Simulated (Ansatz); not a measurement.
The system is FeO.

```xyz
2
Lattice="0.0000 2.1554 2.1554 2.1554 0.0000 2.1554 2.1554 2.1554 0.0000" Properties=species:S:1:pos:R:3 pbc="T T T"
Fe    0.0000    0.0000    0.0000
O     2.1554    2.1554    2.1554
```

| Quantity | Value |
| --- | --- |
| Program | Ansatz 0.2.0 |
| Task | relaxation of cell and atoms |
| Functional | PBE |
| Potentials or basis | Ansatz PAW |
| Cutoff | 420 eV (not typed: the program's choice for these potentials) |
| k mesh | 11 × 11 × 11 |
| Occupations | fermi-dirac, width 0.05 eV |
| Spin | collinear spin, ferromagnetic start |
| Starting moments | [3.0, 0.0] μB |
| Hubbard terms | Fe d U = 2 eV |

At the start: volume 10.01 Å³/atom.

Where does the relaxation end?

It ends after 12 steps and the volume is 10.42 Å³/atom (+4.0 %); space group R-3m (No. 166, to 0.05 Å); moment 4.00 μB per cell.

Step by step:
```
step  energy change (eV)  largest force (eV/Å)  volume (Å³)
   1              0.0000                0.0000        20.03
   2             -0.0001                0.0000        20.11
   3              0.0000                0.0000        20.16
   4             -0.0006                0.0000        20.16
   5             -0.1764                0.0000        20.16
   6             -0.1940                0.0000        20.56
   7             -0.1950                0.0000        20.80
   8             -0.1950                0.0000        20.81
   9             -0.1986                0.0000        20.81
  10             -0.1986                0.0000        20.83
  11             -0.1987                0.0000        20.83
  12             -0.1987                0.0000        20.83
```

Final structure:
```
Fe O
1.0
    -0.06122    2.15379    2.15379
     2.15379   -0.06122    2.15379
     2.15379    2.15379   -0.06122
Fe O
1 1
Direct
  0.00000 0.00000 0.00000
  0.50000 0.50000 0.50000
```

Caveat: the magnetic or orbital state may not be the lowest; the plane-wave basis is chosen anew once the cell has moved, so the energies of steps on either side of that aren't comparable; the pressure holds a Pulay correction of +0.6 GPa for the finite cutoff; a cell with one magnetic atom can't hold antiferromagnetic order, which such compounds often take.
